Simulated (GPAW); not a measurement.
Crystal: HfO2.

```
Hf O
1.0
     3.55802    0.00000    0.00000
     0.00000    3.55802    0.00000
     0.00000    0.00000    5.17186
Hf O
2 4
Direct
  0.00000 0.00000 0.00000
  0.50000 0.50000 0.50000
  0.00000 0.50000 0.19721
  0.50000 0.00000 0.30279
  0.50000 0.00000 0.80279
  0.00000 0.50000 0.69721
```

Measurements of this composition are mostly on another form, of space group No. 14.

Base run:

* Program: GPAW 26.7.0
* Functional: r2SCAN
* Potentials or basis: GPAW PAW data sets (gpaw-data 1.2.1)
* Cutoff: 800 eV
* Basis: pw
* k mesh: 5 × 5 × 4
* Occupations: fermi-dirac, width 0.05 eV
* Spin: no spin polarisation

Its results: band gap on the k mesh 5.30 eV, indirect (least direct gap 5.38 eV); pressure 4.3 GPa; largest force 0.126 eV/Å.

The run is repeated on the same cell with these changes: functional from r2SCAN to PBE. What comes out?

Band gap on the k mesh 4.75 eV, indirect (least direct gap 4.83 eV); pressure 10.5 GPa; largest force 0.264 eV/Å.

r2SCAN gives the wider gap, since meta-GGAs in the generalised Kohn-Sham scheme recover part of the derivative discontinuity.

Caveats: spin-orbit coupling is left out, which moves the levels of the heavy elements; the PAW data sets were made with another functional, which shifts forces and pressure a little (some runs).
